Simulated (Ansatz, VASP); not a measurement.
**Two plane-wave programs on SnSe2**

```
CELL_PARAMETERS angstrom
3.81100 0.00000 0.00000
-1.90550 3.30042 0.00000
0.00000 0.00000 5.64604
ATOMIC_POSITIONS crystal
Sn 0.00000 0.00000 0.00000
Se 0.33333 0.66667 0.25000
Se 0.66667 0.33333 0.75000
```

Change from the starting cell: strain +0.000 along x and y, -0.080 along z, atoms carried along.

Alike in both runs: task single point; functional PBEsol; dispersion D3(BJ); k mesh 12 × 12 × 6; occupations gaussian, width 0.05 eV; no spin polarisation.

|  | VASP | Ansatz |
| --- | --- | --- |
| version | VASP 6.6.1 | Ansatz 0.2.0 |
| potentials or method | VASP PAW PBE potentials, release 64 (Sn_d, Se) | scalar-relativistic, plane waves, PAW |
| plane-wave cutoff (eV) | 520 | 420 |
| valence electrons in the cell | 26 | 46 |

Ansatz gave:

| Quantity | Value |
| --- | --- |
| gap on the k mesh at the Fermi level (eV) | 0.24 |
| least direct gap on the mesh (eV) | 0.37 |
| pressure (GPa) | 7.0 |
| largest component of the traceless stress (GPa) | 3.23 |
| rms of the force components (eV/Å) | 0.846 |

Q: Estimate VASP's values.

A: gap on the k mesh at the Fermi level (eV): 0.23; least direct gap on the mesh (eV): 0.36; pressure (GPa): 7.1; largest component of the traceless stress (GPa): 3.20; rms of the force components (eV/Å): 0.858.

Atom by atom the forces differ by 0.012 eV/Å (rms over components). The two sets of potentials don't hold the same shells in valence.

Caveats: the PAW data sets were made with another functional, which shifts forces and pressure a little (VASP); spin-orbit coupling is left out, which moves the levels of the heavy elements; the cell's inner coordinates are idealised or old, which leaves forces on the atoms.
